**Question: two programs, one functional, and pressures that agree only sometimes. Which setting should I worry about?**

I have PBE pressures for eight zincblende compounds from two plane-wave programs, computed at the same cells. For GaP the two agree to 0.02 GPa, but for CdSe they are 0.28 GPa apart. I had expected one functional to give one answer. Is one program wrong, do I need datasets with more valence electrons, and does any of this matter if what I want in the end is a lattice constant?

PBE pressures of zincblende compounds (F-43m) from VASP 6.6.1 (cutoff 520 eV) and Ansatz 0.2.0 (420 eV, pressure corrected for the finite basis), each with plane waves and its own PAW datasets. Both use the same cells, relaxed with r2SCAN (CdSe and InP labelled as strained), and Fermi-Dirac smearing of 0.02 eV. Positive pressure means that the cell tends to expand.

| formula | element on site A | Z A | element on site B | Z B | volume per atom (Å³) | shortest distance (Å) | VASP k mesh | pressure VASP (GPa) | pressure Ansatz (GPa) | VASP valence electrons | Ansatz valence electrons | pressure Ansatz less pressure VASP (GPa) |
| --- | --- | --- | --- | --- | --- | --- | --- | --- | --- | --- | --- | --- |
| MgS | Mg | 12 | S | 16 | 22.69 | 2.452 | 8×8×8 | 0.93 | 1.08 | 8 | 16 | 0.15 |
| GaN | Ga | 31 | N | 7 | 11.38 | 1.948 | 10×10×10 | 6.25 | 6.22 | 18 | 18 | -0.03 |
| GaP | Ga | 31 | P | 15 | 20.24 | 2.360 | 8×8×8 | 2.47 | 2.49 | 18 | 18 | 0.02 |
| GaAs | Ga | 31 | As | 33 | 22.74 | 2.454 | 8×8×8 | 2.96 | 2.77 | 18 | 28 | -0.19 |
| GaSb | Ga | 31 | Sb | 51 | 28.82 | 2.655 | 8×8×8 | 2.06 | 1.98 | 18 | 28 | -0.08 |
| CdSe | Cd | 48 | Se | 34 | 28.87 | 2.657 | 8×8×8 | 1.69 | 1.41 | 18 | 36 | -0.28 |
| CdTe | Cd | 48 | Te | 52 | 35.29 | 2.841 | 6×6×6 | 1.12 | 1.01 | 18 | 36 | -0.11 |
| InP | In | 49 | P | 15 | 25.77 | 2.558 | 8×8×8 | 1.60 | 1.65 | 18 | 18 | 0.05 |

**Answer**

Look at the two columns of valence electrons before you look at the pressures. Where the programs treat equally many electrons as valence, in GaN, GaP and InP, their pressures agree within 0.05 GPa. Where Ansatz treats more, they differ by 0.08 to 0.28 GPa. The two groups nearly touch, with InP at the edge of one and GaSb at the edge of the other, but they don't overlap. So "PBE" is only part of the level of theory here, and the choice of which electrons may respond to the crystal is another part.

The electron counts tell which shells are involved. In GaAs and GaSb the ten additional electrons fit the filled d shell of the anion, As 3d or Sb 4d. In MgS the eight fit Mg 2s and 2p. In CdSe and CdTe the eighteen fit Cd 4s and 4p together with the d shell of Se or Te. VASP keeps all of these frozen in the shape that they have in the free atom.

Two limits show when freezing is safe. A very deep shell, such as the 1s shell of a heavy atom, hardly notices its neighbours, and freezing it costs almost nothing. At the other end is Ga 3d in GaN: in the VASP run these bands lie roughly 13 eV below the top of the valence band, in the same energy range as N 2s, so the two can mix. Such a shell belongs in the valence, and both programs put it there. The shells on which the programs disagree lie between these limits.

For those shells, what counts for the pressure is less obvious than what counts for the energy. Let a frozen shell relax, with all else equal, and the energy drops by some amount R. Pressure is minus the slope of energy against volume V, so

pressure with relaxed shell = pressure with frozen shell + dR/dV.

If R is the same at every volume, the pressure doesn't change at all, however large R is. If R grows when the atoms are pushed together, dR/dV is negative and the relaxed shell gives the lower pressure.

Four of the five compounds with unequal counts show the sign of that second case: Ansatz gives the lower pressure for GaAs, GaSb, CdSe and CdTe. This is a match of sign only; R itself was not computed, so whether its slope reaches tenths of a GPa is open. MgS goes the other way, by 0.15 GPa. Either R shrinks there on compression, or another difference between the programs outweighs it; the table can't say which. GaSb is weaker evidence than the other three. Its gap is zero in the VASP run, and at the centre of the Brillouin zone four nearly equal levels share electrons that would fill only three. A slight shift of these levels between the programs changes how they are filled, and part or even most of the small difference in pressure may come from that. Since GaSb is the row that lies closest to the group with equal counts, its place among the others may owe little to Sb 4d.

The number of released electrons doesn't set the size of the difference. CdTe gains more electrons than GaAs, yet its two pressures lie closer together. The argument allows this, because the pressure depends on how R changes with volume and not on how many electrons contribute to it.

The gallium compounds give the clearest comparison, because the metal stays the same. From GaP to GaAs the difference "Ansatz less VASP" shifts by −0.21 GPa, just where the anion acquires a d shell that only Ansatz treats as valence. That makes the frozen shell a plausible cause, but it is not an isolated test. The anion's whole dataset changes along with the shell. The basis is a rival cause: Ansatz uses the lower cutoff, and compact shells such as As 3d are the ones that tend to need a high one. An error that survives its correction for the finite basis could therefore appear in the same compounds, and an incomplete basis is expected to lower the pressure, so an undercorrection would show the same sign. No such correction is listed for VASP; a basis error there would push the difference the other way, as in MgS. The table also gives the k mesh only for VASP. A closer test would be GaAs in one program, at one cell and mesh, with As 3d first frozen and then free, each time at a converged cutoff. Even that swaps one As dataset for another, so it measures the larger dataset as a whole and not R alone.

**What it means for a lattice constant**

A pressure becomes useful once it is turned into a length. For small changes, a cell under pressure p with bulk modulus B (its resistance to compression) relaxes by a relative volume p/B. A cube's volume changes three times as fast as its edge, in relative terms, so

relative change of edge ≈ p/(3B).

Take GaAs, with a rough recalled modulus of 70 GPa. The difference of 0.19 GPa between the programs gives 0.19/(3 × 70), or about 0.09 % of the edge, which is 0.005 Å.

Now put the full VASP pressure of GaAs, 2.96 GPa, through the same formula. The edge would grow by about 1.4 %, or 0.08 Å. This is the step between functionals: the cell was relaxed with r2SCAN, and PBE wants a larger one. That direction is expected, since PBE is known to make such semiconductors too large, typically by roughly one to two per cent. Within this linear formula the ratio of the two steps, about 16, doesn't depend on the modulus I assumed.

The printed output after this answer applies this conversion to every row, with one rough modulus per compound and no constant adjusted to the table. The lengths are therefore good for orders of magnitude, and they have not been checked against cells relaxed with PBE. For the functional step I leave out CdSe and InP, whose cells are labelled as strained, so that their pressures need not come from the functional alone. In the other six compounds the functional step is at least six times the difference between the programs.

The conversion also guards against a common misreading of pressures. GaN has by far the highest pressure in the table, yet its estimated expansion is smaller than that of GaAs. GaN is simply stiff, and in the limit of a very stiff solid even a tiny misfit of the cell produces a large pressure. In a soft solid the opposite holds, which is why the 0.28 GPa in CdSe deserves attention: it corresponds to almost 0.2 % of the edge.

**Which setting to pay for**

If you need a lattice constant to about one per cent, choose the functional with care and don't worry about these shells. Even if they cause the whole difference between the programs, releasing them changes the edge by only an estimated 0.05 to 0.2 %, so it won't repair a PBE cell that is too large by much more than that.

If you need a tenth of a per cent, or want to rank compounds whose pressures lie close together, differences of this size do matter, whatever their cause, and the cutoff and the frozen shells are the first things to test. MgS and CdTe show why. VASP puts MgS 0.19 GPa below CdTe, while Ansatz puts it 0.07 GPa above. A ranking that changes with the program and its datasets is not yet a result about the materials. CdTe also has the coarsest VASP mesh, 6×6×6, so the mesh belongs among the tests. Neither program is a reference for the other, so the table can't tell you which order is right.

The cost can be estimated from scaling. At a fixed basis and mesh, the work in a plane-wave calculation grows between linearly and quadratically with the number of occupied bands, as long as the cells are small. Releasing As 3d in GaAs raises that number by a factor of about 1.6, and releasing all the additional shells in CdSe doubles it. That means roughly 1.6 to 2.4 times the work for GaAs and two to four times for CdSe if only filled bands are counted. The VASP runs for these two carry 16 bands for 9 filled ones; with the same number of empty bands kept, the factors fall to about 1.3 to 1.7 and 1.6 to 2.4. Compact shells often need a higher cutoff as well, which adds to the bill.

So neither program has to be wrong. Before you compare pressures from two sources, compare their valence counts. If the counts differ, compute one cell with the shell frozen and again with it free, each time at a converged cutoff, divide the change in pressure by 3B, and pay for the larger valence only if the result exceeds the error in the edge that your purpose allows.

Output of the analysis:

```
Gap between programs and its estimated effect on the cell edge:
   row  extra electrons in Ansatz  size of gap GPa  gap in % of VASP pressure  edge change from gap %  edge change from gap Å  edge change from full PBE pressure %
   MgS                          8             0.15                      16.13                 0.08333                0.004718                                0.5167
   GaN                          0             0.03                       0.48                0.005263               0.0002368                                 1.096
   GaP                          0             0.02                     0.8097                0.007843               0.0004275                                0.9686
  GaAs                         10             0.19                      6.419                 0.09048                0.005127                                  1.41
  GaSb                         10             0.08                      3.883                 0.05333                 0.00327                                 1.373
  CdSe                         18             0.28                      16.57                  0.1867                 0.01145                                 1.127
  CdTe                         18             0.11                      9.821                 0.09167                0.006013                                0.9333
   InP                          0             0.05                      3.125                 0.02381                0.001407                                0.7619
largest gap with equal valence counts, GPa: 0.05
mean size of gap with equal valence counts, GPa: 0.03333
smallest gap with unequal valence counts, GPa: 0.08
largest gap with unequal valence counts, GPa: 0.28
mean size of gap with unequal valence counts, GPa: 0.162
change of signed gap from GaP to GaAs, GPa: -0.21
change of signed gap from GaP to GaSb, GPa: -0.1
MgS less CdTe pressure in VASP, GPa: -0.19
MgS less CdTe pressure in Ansatz, GPa: 0.07
smallest ratio of VASP pressure to gap, relaxed cells only: 6.2
smallest edge change from full PBE pressure, relaxed cells only, %: 0.5167
largest edge change from full PBE pressure, relaxed cells only, %: 1.41
ratio of occupied bands with and without the extra shell, GaAs: 1.556
square of that ratio, GaAs: 2.42
ratio of occupied bands with and without the extra shells, CdSe: 2
square of that ratio, CdSe: 4
```
